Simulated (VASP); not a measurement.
# Si (P6/mmm) in VASP: settings compared

Aim: see how the results for Si move with the level of theory and the settings. Levels: rev-vdW-DF2, PBE. Tasks: relaxation of cell and atoms, single point.

All numbers are computed with VASP 6.6.1; they aren't measurements. Logs are shortened: lines on timing, memory, paths and dates and some standing lists are left out, and cuts for length are marked.

## (1) The crystal as given

Symmetry: P6/mmm, No. 191, hexagonal system. Conventional cell: a = 2.621 Å, b = 2.621 Å, c = 2.466 Å, α = 90.00°, β = 90.00°, γ = 120.00°. Si (site symmetry 6/mmm) is surrounded by 8 Si at 2.47 to 2.62 Å.

This isn't the form of Si at room conditions, which is diamond.

## (2) Relaxation of cell and atoms, rev-vdW-DF2

File INCAR:

```
  AGGAC = 0.0
  ALGO = Normal
  EDIFF = 1E-6
  EDIFFG = -0.02
  ENCUT = 600
  GGA = MK
  IBRION = 2
  ISIF = 3
  ISMEAR = -1
  LASPH = True
  LCHARG = False
  LREAL = False
  LUSE_VDW = True
  LWAVE = False
  NELM = 60
  NSW = 40
  PARAM1 = 0.1234
  PARAM2 = 0.711357
  PREC = Accurate
  SIGMA = 0.05
  ZAB_VDW = -1.8867
```

File KPOINTS:

```
k-points
0
Gamma
  12 12 11
```

File POSCAR:

```
Si
1.0
    2.6205428149      0.0000000000      0.0000000000
   -1.3102714075      2.2694566494      0.0000000000
    0.0000000000      0.0000000000      2.4663543900
Si
1
Direct
    0.0000000000      0.0000000000      0.0000000000
```

Potentials or basis: VASP PAW PBE potentials, release 64 (Si).

Started as:

```bash
> cat potpaw_PBE.64/Si/POTCAR > POTCAR
> mpirun -np 1 vasp_std > vasp.out
```

OUTCAR:

```text
EDIFF = 1E-6
   EDIFFG = -0.02
   ENCUT = 600
   GGA = MK
   IBRION = 2
   ISIF = 3
   ISMEAR = -1
   LASPH = True
   LREAL = False
   NELM = 60
   NSW = 40
   PREC = Accurate

 ion  position               nearest neighbor table
   1  0.000  0.000  0.000-

  LATTYP: Found a hexagonal cell.
 ALAT       =     2.6205428149
 C/A-ratio  =     0.9411616463

  Lattice vectors:

 A1 = (   2.6205428149,   0.0000000000,   0.0000000000)
 A2 = (  -1.3102714075,   2.2694566494,   0.0000000000)
 A3 = (   0.0000000000,   0.0000000000,   2.4663543900)

Analysis of symmetry for initial positions (statically):
=====================================================================
 Subroutine PRICEL returns:
 Original cell was already a primitive cell.

 Routine SETGRP: Setting up the symmetry group for a
 hexagonal supercell.

 Subroutine GETGRP returns: Found 24 space group operations
 (whereof 24 operations were pure point group operations)
 out of a pool of 24 trial point group operations.

The static configuration has the point symmetry D_6h.

Analysis of symmetry for dynamics (positions and initial velocities):
=====================================================================
 Subroutine PRICEL returns:
 Original cell was already a primitive cell.

 Routine SETGRP: Setting up the symmetry group for a
 hexagonal supercell.

 Subroutine GETGRP returns: Found 24 space group operations
 (whereof 24 operations were pure point group operations)
 out of a pool of 24 trial point group operations.

The dynamic configuration has the point symmetry D_6h.

 Subroutine INISYM returns: Found 24 space group operations
 (whereof 24 operations are pure point group operations),
 and found     1 'primitive' translations

----------------------------------------------------------------------------------------

                                     Primitive cell

  volume of cell :      14.6679

  direct lattice vectors                    reciprocal lattice vectors
     2.620542815  0.000000000  0.000000000     0.381600329  0.220317053  0.000000000
    -1.310271407  2.269456649  0.000000000     0.000000000  0.440634105  0.000000000
     0.000000000  0.000000000  2.466354390     0.000000000  0.000000000  0.405456736

  length of vectors
     2.620542815  2.620542815  2.466354390     0.440634105  0.440634105  0.405456736

  position of ions in fractional coordinates (direct lattice)
     0.000000000  0.000000000  0.000000000

  ion indices of the primitive-cell ions
   primitive index   ion index
                 1           1

----------------------------------------------------------------------------------------

 KPOINTS: k-points

Automatic generation of k-mesh.
 Grid dimensions read from file:
 generate k-points for:   12   12   11

 Generating k-lattice:

  Cartesian coordinates                     Fractional coordinates (reciprocal lattice)
     0.031800027  0.018359754  0.000000000     0.083333333  0.000000000  0.000000000
     0.000000000  0.036719509  0.000000000     0.000000000  0.083333333  0.000000000
     0.000000000  0.000000000  0.036859703     0.000000000  0.000000000  0.090909091

  Length of vectors
     0.036719509  0.036719509  0.036859703

  Shift w.r.t. Gamma in fractional coordinates (k-lattice)
     0.000000000  0.000000000  0.000000000

 Subroutine IBZKPT returns following result:
 ===========================================

 Found    114 irreducible k-points:

 Following reciprocal coordinates:
            Coordinates               Weight
  0.000000  0.000000  0.000000      1.000000
  0.083333  0.000000  0.000000      6.000000
  0.166667  0.000000  0.000000      6.000000
  0.250000  0.000000  0.000000      6.000000
  0.333333  0.000000  0.000000      6.000000
  0.416667  0.000000  0.000000      6.000000
[... 16 lines left out ...]
  0.250000  0.000000  0.090909     12.000000
  0.333333  0.000000  0.090909     12.000000
 [... further k-points ...]
   k-points           NKPTS =    114   k-points in BZ     NKDIM =    114   number of bands    NBANDS=      6
   number of dos      NEDOS =    301   number of ions     NIONS =      1
   total plane-waves  NPLWV =  11520
   dimension x,y,z NGX =    24 NGY =   24 NGZ =   20
   dimension x,y,z NGXF=    48 NGYF=   48 NGZF=   40
   ions per type =               1
   NGX,Y,Z   is equivalent  to a cutoff of  15.23, 15.23, 13.48 a.u.
   NGXF,Y,Z  is equivalent  to a cutoff of  30.45, 30.45, 26.96 a.u.
 SYSTEM =  unknown system
   PREC   = accura    normal or accurate (medium, high low for compatibility)
   ISTART =      0    job   : 0-new  1-cont  2-samecut
   ICHARG =      2    charge: 1-file 2-atom 10-const
   ISPIN  =      1    spin polarized calculation?
   LNONCOLLINEAR =      F non collinear calculations
   LSORBIT =      F    spin-orbit coupling
   LASPH  =      T    aspherical Exc in radial PAW
   ENCUT  =  600.0 eV  44.10 Ry    6.64 a.u.   5.23  5.23  4.93*2*pi/ulx,y,z
   NELM   =     60;   NELMIN=  2; NELMDL= -5     # of ELM steps
   EDIFF  = 0.1E-05   stopping-criterion for ELM
   LREAL  =      F    real-space projection
   EDIFFG = -.2E-01   stopping-criterion for IOM
   NSW    =     40    number of steps for IOM
   IBRION =      2    ionic relax: 0-MD 1-quasi-New 2-CG
   NFREE  =      1    steps in history (QN), initial steepest desc. (CG)
   ISIF   =      3    stress and relaxation
   ISYM   =      2    0-nonsym 1-usesym 2-fastsym
   POTIM  = 0.5000    time-step for ionic-motion
   TEBEG  =    0.0;   TEEND  =   0.0 temperature during run
   PSTRESS=    0.0 pullay stress
   NELECT =       4.0000    total number of electrons
   NUPDOWN=      -1.0000    fix difference up-down
   EMIN   =  10.00;   EMAX   =-10.00  energy-range for DOS
   EFERMI =   0.00;   METHOD = LEGACY
   ISMEAR =    -1;   SIGMA  =   0.05  broadening in eV -4-tet -1-fermi 0-gaus
   EFERMI_NEDOS =   21; number of points for ismear=-14 and -15
   IALGO  =     38    algorithm
   IMIX   =      4    mixing-type and parameters
     AMIX     =   0.40;   BMIX     =  1.00
     AMIX_MAG =   1.60;   BMIX_MAG =  1.00
  volume/ion in A,a.u.               =      14.67        98.98
  Fermi-wavevector in a.u.,A,eV,Ry     =   1.061627  2.006184 15.334472  1.127052
  Thomas-Fermi vector in A             =   2.197050
   LORBIT       =      0    0 simple, 1 ext, 2 COOP (PROOUT), +10 PAW based schemes
   GGA     = MK    functional components
   LHFCALC =     F    Hartree Fock is set to
   AEXX    =    0.0000 exact exchange contribution
   IVDW_NL    =     1    kernel type
   BPARAM     = 6.3000
   IVDW    =     0    specifies the selected vdW correction
   LEPSILON=     F    determine dielectric tensor
   LRPA    =     F    only Hartree local field effects (RPA)
 conjugate gradient relaxation of ions
 non-spin polarized calculation
  energy-cutoff  :      600.00
  volume of cell :       14.67
 maximum number of plane-waves:       501
 NGX is ok and might be reduce to    24
   NGX = 11   NGY = 11   NGZ =  9

--------------------------------------- Ionic step        1  -------------------------------------------

 number of electron       4.0000000 magnetization

 Free energy of the ion-electron system (eV)
  ---------------------------------------------------
  ext. energy  EPLUGINS =         0.00000000
  ---------------------------------------------------
  free energy    TOTEN  =        -4.10572312 eV

  energy without entropy =       -4.10261695  energy(sigma->0) =       -4.10417003

------------------------ aborting loop because EDIFF is reached ----------------------------------------

  FORCE on cell =-STRESS in cart. coord.  units (eV):
  Direction    XX          YY          ZZ          XY          YZ          ZX
  --------------------------------------------------------------------------------------
  -------------------------------------------------------------------------------------
  Total        0.2260203      0.2260203      0.5551472     -0.0000000     -0.0000000      0.0000000
  in kB       24.6882020     24.6882020     60.6387337     -0.0000000     -0.0000000      0.0000000
  external PRESSURE =      36.6717125 kB  Pullay stress =       0.0000000 kB

 VOLUME and BASIS-vectors are now :
 -----------------------------------------------------------------------------
  energy-cutoff  :      600.00
  volume of cell :       14.67
      direct lattice vectors                 reciprocal lattice vectors
     2.620542815  0.000000000  0.000000000     0.381600329  0.220317053  0.000000000
    -1.310271407  2.269456649  0.000000000     0.000000000  0.440634105  0.000000000
     0.000000000  0.000000000  2.466354390     0.000000000  0.000000000  0.405456736
[... 155 lines left out ...]
  FREE ENERGIE OF THE ION-ELECTRON SYSTEM (eV)
  ---------------------------------------------------
  free  energy   TOTEN  =        -4.1118752616 eV

  energy  without entropy=       -4.1092681535  energy(sigma->0) =       -4.11057171

Total vdW correction in eV:      0.3466668

--------------------------------------- Ionic step        6  -------------------------------------------

 number of electron       4.0000000 magnetization

 Free energy of the ion-electron system (eV)
  ---------------------------------------------------
  ext. energy  EPLUGINS =         0.00000000
  ---------------------------------------------------
  free energy    TOTEN  =        -4.11188039 eV

  energy without entropy =       -4.10930488  energy(sigma->0) =       -4.11059264

 E-fermi :   9.2174     XC(G=0): -10.9042

 val. band max:        9.1652793661   @ k =   0.3333   0.2500   0.3636
 cond. band min:       9.3651933382   @ k =   0.2500   0.0833   0.1818
 fundamental gap:      0.1999139721
 Fermi energy:         9.2174229533

 k-point     1 :       0.0000    0.0000    0.0000
  band No.  band energies     occupation
      1      -4.5800      2.00000
      2      16.6747      0.00000
      3      16.7899      0.00000
      4      19.3939      0.00000
      5      19.3939      0.00000
      6      21.5455      0.00000

 k-point     2 :       0.0833    0.0000    0.0000
  band No.  band energies     occupation
      1      -4.3883      2.00000
      2      15.8844      0.00000
      3      16.9511      0.00000
      4      18.3492      0.00000
      5      18.4082      0.00000
      6      21.4988      0.00000
[... 181 lines left out ...]
 k-point    23 :       0.2500    0.0000    0.0909
  band No.  band energies     occupation
      1      -2.6778      2.00000
      2      10.3809      0.00000
      3      15.1261      0.00000
      4      15.9834      0.00000
      5      18.6014      0.00000
      6      23.9253      0.00000

 k-point    24 :       0.3333    0.0000    0.0909
  band No.  band energies     occupation
      1      -1.3575      2.00000
      2       7.4880      2.00000
      3      15.1656      0.00000
      4      15.5574      0.00000
      5      18.4596      0.00000
      6      24.9873      0.00000

 [... further k-points ...]
[... 5 lines left out ...]
  --------------------------------------------------------------------------------------
  -------------------------------------------------------------------------------------
  Total        0.0037215      0.0037215      0.0113829     -0.0000000     -0.0000000      0.0000000
  in kB        0.3940884      0.3940884      1.2054046     -0.0000000     -0.0000000      0.0000000
  external PRESSURE =       0.6645272 kB  Pullay stress =       0.0000000 kB

 VOLUME and BASIS-vectors are now :
 -----------------------------------------------------------------------------
  energy-cutoff  :      600.00
  volume of cell :       15.13
      direct lattice vectors                 reciprocal lattice vectors
     2.640485550 -0.000000000  0.000000000     0.378718225  0.218653069  0.000000000
    -1.320242775  2.286727565 -0.000000000     0.000000000  0.437306138  0.000000000
     0.000000000 -0.000000000  2.505721711     0.000000000  0.000000000  0.399086617

 POSITION                                       TOTAL-FORCE (eV/Angst)
 -----------------------------------------------------------------------------------
      0.00000      0.00000      0.00000        -0.000000     -0.000000      0.000000
 -----------------------------------------------------------------------------------
    total drift:                                0.000000     -0.000000     -0.000000

  FREE ENERGIE OF THE ION-ELECTRON SYSTEM (eV)
  ---------------------------------------------------
  free  energy   TOTEN  =        -4.1118803948 eV

  energy  without entropy=       -4.1093048843  energy(sigma->0) =       -4.11059264

Total vdW correction in eV:      0.3465283

 reached required accuracy - stopping structural energy minimisation
```

It took 46 s on 1 thread of AMD EPYC 9R45 (Zen 5), shared host; peak memory 0.22 GiB.

Results:

```yaml
Free_energy: -4.1119 eV
Relaxed_volume: 15.13 Å³/atom
Relaxed_cell: a = 2.640 Å, b = 2.640 Å, c = 2.506 Å, α = 90.00°, β = 90.00°, γ = 120.00°
Space_group_after_relaxing_to_0.05_Å: P6/mmm (No. 191)
Energy_gained_by_relaxing: 6.2 meV/atom
Ionic_steps: 6
Pressure_after_relaxing: 0.1 GPa
Band_gap_on_the_k_mesh: none (metal or under the smearing width)
```

Step by step:
| step | energy change (eV) | largest force (eV/Å) | pressure (GPa) | volume (Å³) |
| --- | --- | --- | --- | --- |
| 1 | 0.0000 | 0.0000 | 3.67 | 14.67 |
| 2 | -0.0041 | 0.0000 | -1.73 | 15.39 |
| 3 | -0.0061 | 0.0000 | 0.10 | 15.12 |
| 4 | -0.0061 | 0.0000 | 0.15 | 15.11 |
| 5 | -0.0062 | 0.0000 | 0.03 | 15.14 |
| 6 | -0.0062 | 0.0000 | 0.07 | 15.13 |

Final structure:
```
Si
1.0
     2.64049    0.00000    0.00000
    -1.32024    2.28673    0.00000
     0.00000    0.00000    2.50572
Si
1
Direct
  0.00000 0.00000 0.00000
```

Levels at points of the mesh, in eV from the Fermi level:
```csv
k point,band 1,band 2,band 3,band 4,band 5,band 6
"(0.00, 0.00, 0.00)",-13.80,7.46,7.57,10.18,10.18,12.33
"(0.50, 0.00, 0.00)",-7.45,-6.53,5.13,6.64,12.26,14.87
```

Caveat: the PAW data sets were made with another functional, which shifts forces and pressure a little.

## (3) Single point, PBE

File INCAR:

```
SYSTEM = Si
PREC     = Accurate       ! precision mode
ENCUT    = 500            ! plane-wave cutoff, eV
EDIFF    = 1E-7           ! SCF threshold, eV
ISMEAR   = 0              ! smearing method
SIGMA    = 0.02           ! smearing width, eV
LREAL    = .False.        ! projectors in reciprocal space
LASPH    = .True.         ! aspherical terms in the spheres
NELM     = 80             ! most SCF steps
ALGO     = Fast           ! electronic algorithm
ISIF     = 2              ! what is computed and relaxed
LWAVE    = .False.        ! write WAVECAR
LCHARG   = .False.        ! write CHGCAR
GGA      = PE             ! functional
NBANDS   = 8              ! bands
```

File KPOINTS:

```
regular mesh
0
Gamma
  4 4 4
  0 0 0
```

POSCAR is that of step 2.

Potentials or basis: VASP PAW PBE potentials, release 64 (Si_GW).

Started as:

```bash
> cat potpaw_PBE.64/Si_GW/POTCAR > POTCAR
> mpirun -np 1 vasp_std > vasp.out
```

Run time: 6.4 s. Hardware: 1 thread of Intel Xeon Platinum 8175M at 2.50GHz (Skylake/Cascade Lake), shared host; peak memory 0.12 GiB.

The run converged. Its results:

```
Free energy            : -4.8830 eV
Pressure               : 5.7 GPa
Band gap on the k mesh : none (metal or under the smearing width)
```

Stress tensor (GPa, compression positive):
```
 18.20   0.00   0.00
  0.00  18.20   0.00
  0.00   0.00 -19.43
```

Levels at points of the mesh, in eV from the Fermi level:
```tsv
k point	band 1	band 2	band 3	band 4	band 5
(0.00, 0.00, 0.00)	-13.66	7.96	8.48	10.86	10.86
(0.50, 0.00, 0.00)	-7.17	-6.31	5.65	7.00	13.34
(0.00, 0.00, 0.50)	-8.72	-6.78	14.49	14.49	15.52
(0.50, 0.00, 0.50)	-2.42	-1.69	-1.38	1.93	9.34
```

Caveat: the k mesh is coarse (spacing up to 0.69 Å⁻¹), so the values aren't converged.

## (4) Single point, PBE

Edit INCAR of step 3 so:

```diff
@@ -2,6 +2,6 @@
 PREC     = Accurate       ! precision mode
-ENCUT    = 500            ! plane-wave cutoff, eV
+ENCUT    = 520            ! plane-wave cutoff, eV
 EDIFF    = 1E-7           ! SCF threshold, eV
 ISMEAR   = 0              ! smearing method
-SIGMA    = 0.02           ! smearing width, eV
+SIGMA    = 0.1            ! smearing width, eV
 LREAL    = .False.        ! projectors in reciprocal space
@@ -14,2 +14 @@
 GGA      = PE             ! functional
-NBANDS   = 8              ! bands
```

File KPOINTS:

```
Automatic mesh
0
Gamma
  12 12 11
  0 0 0
```

POSCAR is that of step 3.

Potentials or basis: VASP PAW PBE potentials, release 64 (Si).

Started as:

```bash
> cat potpaw_PBE.64/Si/POTCAR > POTCAR
> mpirun -np 1 vasp_std > vasp.out
```

Run time: 3.6 s. Hardware: 1 thread of Intel Xeon 6975P-C (Granite Rapids), shared host; peak memory 0.12 GiB.

It converged, with:

```
Free energy            : -5.1190 eV
Pressure               : 3.0 GPa
Band gap on the k mesh : none (metal or under the smearing width)
```

Stress tensor (GPa, compression positive):
```
1.48 0.00 0.00
0.00 1.48 0.00
0.00 0.00 6.11
```

Levels at points of the mesh, in eV from the Fermi level:
```csv
k point,band 1,band 2,band 3,band 4,band 5,band 6
"(0.00, 0.00, 0.00)",-14.10,7.54,8.04,10.41,10.41,12.32
"(0.50, 0.00, 0.00)",-7.60,-6.78,5.20,6.55,12.93,15.20
```

## (5) The runs side by side

| task | level | potentials or basis | cell | k mesh | cutoff (eV) | smearing | mesh quality | gap on the mesh (eV) | pressure (GPa) |
| --- | --- | --- | --- | --- | --- | --- | --- | --- | --- |
| relaxation of cell and atoms | rev-vdW-DF2 | VASP PAW PBE potentials, release 64 (Si) | relaxed | 12 × 12 × 11 | 600 | fermi-dirac 0.05 eV | not flagged | none | 0.1 |
| single point | PBE | VASP PAW PBE potentials, release 64 (Si_GW) | as given | 4 × 4 × 4 | 500 | gaussian 0.02 eV | coarse | none | 5.7 |
| single point | PBE | VASP PAW PBE potentials, release 64 (Si) | as given | 12 × 12 × 11 | 520 | gaussian 0.1 eV | not flagged | none | 3.0 |

Alike in all rows: no spin polarisation.

Caveats: some runs use coarse meshes; the PAW data sets were made with another functional, which shifts forces and pressure a little (some runs).

Absolute energies hang on the potentials; compare differences alone.
